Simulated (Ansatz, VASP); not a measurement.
ZnO (sol) in VASP and in Ansatz

File INCAR:

```
ALGO = Normal ; EDIFF = 1E-6
ENCUT = 520 ; GGA = PS
ISIF = 2 ; ISMEAR = 0
LASPH = T ; LCHARG = F
LREAL = F ; LWAVE = F
NBANDS = 26 ; NELM = 80
PREC = Accurate ; SIGMA = 0.1
```

KPOINTS

```
k-points
0
Gamma
  6 6 4
```

The input POSCAR:

```
ZnO
1.0
    3.2494000000      0.0000000000      0.0000000000
   -1.6247000000      2.8140629500      0.0000000000
    0.0000000000      0.0000000000      5.2038000000
Zn O
2 2
Direct
    0.3333333300      0.6666666700      0.0000000000
    0.6666666700      0.3333333300      0.5000000000
    0.3333333300      0.6666666700      0.3830000000
    0.6666666700      0.3333333300      0.8830000000
```

Input for Ansatz:

```yaml
crystal:
  lattice:
    - [3.2494, 0.0, 0.0]
    - [-1.6247, 2.81406295, 0.0]
    - [0.0, 0.0, 5.2038]
  atoms:
    - { symbol: Zn, position: [0.33333333, 0.66666667, 0.0] }
    - { symbol: Zn, position: [0.66666667, 0.33333333, 0.5] }
    - { symbol: O, position: [0.33333333, 0.66666667, 0.383] }
    - { symbol: O, position: [0.66666667, 0.33333333, 0.883] }
basis:
  ecutwfc: 420
kpoints:
  mp_grid: { grid: [6, 6, 4] }
hamiltonian:
  xc: pbesol
  pseudopotentials: { kind: paw, azcp: { folder: soft_1 } }
scf:
  occupations: { method: gaussian, width: 0.1 }
output:
  forces: true
  stress: true
  eigenvalues: true
```

Alike in both runs: task single point; functional PBEsol; k mesh 6 × 6 × 4; occupations gaussian, width 0.1 eV; no spin polarisation.

|  | VASP | Ansatz |
| --- | --- | --- |
| version | VASP 6.6.1 | Ansatz 0.2.0 |
| potentials or method | VASP PAW PBE potentials, release 64 (Zn, O) | scalar-relativistic, plane waves, PAW |
| plane-wave cutoff (eV) | 520 | 420 |
| valence electrons in the cell | 36 | 36 |

```tsv
	VASP	Ansatz	Ansatz less VASP
gap on the k mesh at the Fermi level (eV)	0.68	0.70	+0.013
least direct gap on the mesh (eV)	0.68	0.70	+0.013
pressure (GPa)	-0.6	-1.3	-0.71
rms of the force components (eV/Å)	0.037	0.035	-0.0012
```

Atom by atom the forces differ by 0.001 eV/Å (rms over components). Ansatz warned: «pseudo_functional_mismatch».

Caveats: the PAW data sets were made with another functional, which shifts forces and pressure a little (VASP). PBEsol gaps usually lie below the measured ones, often by a third to a half.
